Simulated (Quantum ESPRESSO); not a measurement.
Crystal: BP.

```
CELL_PARAMETERS angstrom
0.00000 2.26900 2.26900
2.26900 0.00000 2.26900
2.26900 2.26900 0.00000
ATOMIC_POSITIONS crystal
P 0.75000 0.75000 0.75000
B 0.00000 0.00000 0.00000
```

| Quantity | Value |
| --- | --- |
| Program | Quantum ESPRESSO 7.5 |
| Task | phonons |
| Functional | LDA |
| Potentials or basis | PseudoDojo 0.4.1 SR LDA standard |
| Cutoff | 1034 eV |
| Density cutoff | 4136 eV |
| k mesh | 8 × 8 × 8, shifted |
| Occupations | fermi-dirac, width 0.05 eV |
| Spin | no spin polarisation |
| Form of the LDA correlation | PW92 |
| Mixing beta | 0.5 |
| Most SCF iterations | 120 |
| SCF threshold | 4e-10 Ry |

The first run showed a gap, so the response started from a second, tighter run with fixed occupations.

The run gives a transverse optical frequency of 794 cm⁻¹, an electronic dielectric constant of 9.16 and Born charges of ±0.54 e.

Task: What are the longitudinal frequency and the static dielectric constant?

Result: The longitudinal mode lies at 799 cm⁻¹, 5 cm⁻¹ over the transverse one, and the static constant is 9.27. The two agree with the Lyddane-Sachs-Teller relation: (799/794)² = 1.01 and 9.27/9.16 = 1.01.

Caveat: the cell is more than 3 GPa from zero pressure, which shifts response properties.
